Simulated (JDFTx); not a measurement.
Pt:

```
Pt
1.0
     0.00000    1.96090    1.96090
     1.96090    0.00000    1.96090
     1.96090    1.96090    0.00000
Pt
1
Cartesian
  0.0000 0.0000 0.0000
```

```yaml
Program: JDFTx 1.7.0 (patched build)
Task: relaxation of cell and atoms
Functional: PBE
Potentials_or_basis: PseudoDojo-SR-PBE-0.5-stringent with smoothed tails
Cutoff: 1143 eV
Density_cutoff: 4572 eV
k_mesh: 10 × 10 × 10
Occupations: fermi-dirac, width 0.05 eV
Spin: no spin polarisation
```

At the start: pressure 9.6 GPa; volume 15.08 Å³/atom.

Task: Where does the relaxation end?

Result: Over 6 steps the energy falls by 15.4 meV/atom and the volume is 15.61 Å³/atom (+3.5 %); space group Fm-3m (No. 225, to 0.05 Å).

The path:
| step | energy change (eV) | largest force (eV/Å) | pressure (GPa) | volume (Å³) |
| --- | --- | --- | --- | --- |
| 1 | 0.0000 | 0.0000 | 9.60 | 15.08 |
| 2 | -0.0038 | 0.0000 | 8.23 | 15.15 |
| 3 | -0.0153 | 0.0000 | 0.78 | 15.57 |
| 4 | -0.0154 | 0.0000 | 0.10 | 15.61 |
| 5 | -0.0154 | 0.0000 | 0.01 | 15.61 |
| 6 | -0.0154 | 0.0000 | 0.00 | 15.61 |

Final structure:
```xyz
1
Lattice="0.0000 1.9837 1.9837 1.9837 0.0000 1.9837 1.9837 1.9837 0.0000" Properties=species:S:1:pos:R:3 pbc="T T T"
Pt    0.0000    0.0000    0.0000
```
